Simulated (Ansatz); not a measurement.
## ZnO: pressure against volume per atom

All results are calculated (Ansatz 0.2.0). Periodic Kohn-Sham DFT of a crystal at fixed atoms; pressure and stress are positive in compression; the energy is the free energy less that of spherical unpolarised free atoms; site moments are those in the method's own spheres, positive along +z.

Cell of the first row (space group P6_3mc, No. 186):
```
CELL_PARAMETERS angstrom
3.18310 0.00000 0.00000
-1.59150 2.75660 0.00000
0.00000 0.00000 5.09760
ATOMIC_POSITIONS crystal
Zn 0.33333 0.66667 0.00000
Zn 0.66667 0.33333 0.50000
O 0.33333 0.66667 0.38210
O 0.66667 0.33333 0.88210
```

Settings of every row: method frozen-core PAW; functional PBE; relativity scalar; k mesh 11x11x6; filling fermi-dirac; smearing width 0.02 eV; wave cutoff 420 eV; paw set soft_2.

Atom start moment: 0 on all atoms.

| row | volume per atom (Å³) | pressure (GPa) |
| --- | --- | --- |
| 1 | 11.182 | 15.566 |
| 2 | 11.42 | 11.643 |
| 3 | 11.658 | 8.115 |
| 4 | 11.777 | ? |
| 5 | 11.896 | 4.944 |
| 6 | 12.015 | 3.48 |
| 7 | 12.134 | 2.09 |
| 8 | 12.372 | -0.48 |
| 9 | 12.61 | -2.798 |

Question: what pressure should row 4 give?

Worked fit of pressure. Take u = (V_r/V)^(2/3) − 1 with V_r = 11.956 Å³ an atom, which is twice the finite (Eulerian) strain; such expansions in the strain, on which the Birch-Murnaghan equation of state is built, carry the rest volume and the bulk modulus. The shown rows have u = 0.04563, 0.03105, 0.01697, 0.00336, -0.00328, -0.0098, -0.02254, -0.03488. Least squares give pressure = 4.1962 + 220.66 × u + 598.06 × u² + 591 × u³ GPa; a parabola predicts inner rows, each left out in turn, worse (root mean square 0.0097 against 0.0013 GPa). The rows lie off it by 0.000, 0.001, -0.001, 0.000, 0.001, -0.001, 0.000, 0.000. The pressure vanishes at u = -0.0201, or V = 12.33 Å³ an atom, and there the bulk modulus at fixed shape and fractions is B = −V dP/dV = (2/3)(1 + u) dP/du = 129 GPa. Letting shape and atoms relax would as a rule lower it, by much in layered, chain or molecular crystals. The withheld row has u = 0.01011, so the fit gives 4.1962 + 220.66 × (0.01011) + 598.06 × (0.01011)² + 591 × (0.01011)³ = 6.489 GPa.

The calculation gave 6.487 GPa. The fit lies 0.002 GPa (0.011 % of the column's range) above it; its largest miss of a shown row is 0.001 GPa.
